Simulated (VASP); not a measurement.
Write the native input for VASP 6.6.1 that does the following.

```
Task                   : single point
Functional             : r2SCAN
Potentials or basis    : VASP PAW PBE potentials, release 64 (Al, N)
Cutoff                 : 520 eV
k mesh                 : 9 × 9 × 6
Occupations            : gaussian, width 0.01 eV
Spin                   : no spin polarisation
Dipole correction      : no
Further INCAR settings : ALGO = Normal; EDIFF = 1e-07; NBANDS = 16
```

AlN:

```
CELL_PARAMETERS angstrom
3.10670 0.00000 0.00000
-1.55335 2.69048 0.00000
0.00000 0.00000 4.97853
ATOMIC_POSITIONS crystal
Al 0.33333 0.66667 0.00019
Al 0.66667 0.33333 0.50019
N 0.33333 0.66667 0.38181
N 0.66667 0.33333 0.88181
```

The cell was built by a generator and needn't be a form met in nature.

The cell isn't the ideal one: cell and atoms relaxed at 0 GPa.

One way to write it, as run:

POSCAR

```
AlN
1.0
    3.1067009323      0.0000000000      0.0000000000
   -1.5533504661      2.6904819293      0.0000000000
    0.0000000000      0.0000000000      4.9785263491
Al N
2 2
Direct
    0.3333333333      0.6666666667      0.0001942089
    0.6666666667      0.3333333333      0.5001942089
    0.3333333333      0.6666666667      0.3818057911
    0.6666666667      0.3333333333      0.8818057911
```

INCAR.step1

```
PREC = Accurate ; ENCUT = 520
ISMEAR = 0 ; SIGMA = 0.01
LREAL = F ; LASPH = T
NELM = 60 ; NBANDS = 16
GGA = PE ; ALGO = Normal
EDIFF = 1E-4 ; LWAVE = T
LCHARG = F
```

INCAR.step2

```
PREC = Accurate ; ENCUT = 520
EDIFF = 1E-7 ; ISMEAR = 0
SIGMA = 0.01 ; LREAL = F
LASPH = T ; NELM = 60
ALGO = Normal ; ISIF = 2
LWAVE = F ; LCHARG = F
METAGGA = R2SCAN ; LMIXTAU = T
NBANDS = 16 ; ISTART = 1
```

KPOINTS

```
regular mesh
0
Gamma
  9 9 6
```

Potentials or basis: VASP PAW PBE potentials, release 64 (Al, N).

Launch:

```bash
$ cat potpaw_PBE.64/Al/POTCAR potpaw_PBE.64/N/POTCAR > POTCAR
$ cp INCAR.step1 INCAR
$ mpirun -np 1 vasp_std > vasp.out
$ cp INCAR.step2 INCAR
$ mpirun -np 1 vasp_std > vasp.out
```

It gave:

* Pressure: -0.4 GPa
* Band gap on the k mesh: 4.92 eV, direct

Caveat: the PAW data sets were made with another functional, which shifts forces and pressure a little; an odd mesh through Γ misses points on the zone boundary, where band edges often lie.

It took 54 s on 1 thread of Intel(R) Xeon(R) Platinum 8559C (Emerald Rapids) (shared host), peak memory 0.17 GiB.
